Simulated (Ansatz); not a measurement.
K (fcc type), DFT, PBE, norm-conserving pseudopotentials, Ansatz's default files, scalar-relativistic (Ansatz 0.2.0), on 1 thread of Arm Neoverse V1 (shared host).

Command: `ansatz run input.yaml --threads 1 --pin off --max-ram 2048MiB --backend cpu --events-out ev --progress --plain --runs-dir out`

```yaml
crystal:
  lattice:
    - [0.0, 3.0897615747, 3.0897615747]
    - [3.0897615747, 0.0, 3.0897615747]
    - [3.0897615747, 3.0897615747, 0.0]
  atoms:
    - { symbol: K, position: [0.0, 0.0, 0.0] }
kpoints:
  mp_grid: { grid: [10, 10, 10] }
scf:
  occupations: { method: fermi_dirac, width: 0.1 }
hamiltonian:
  xc: pbe
  pseudopotentials: { kind: nc }
output:
  forces: true
  stress: true
  eigenvalues: true
```

(1) How large is the problem that the program sets up?

(2) About how long does it take?

Results:

(1) 47 irreducible k-points, 3287 plane waves at Γ, 9 bands.

(2) 4.3 s of wall time for 6 SCF iterations. Times on shared machines scatter by tens of per cent.
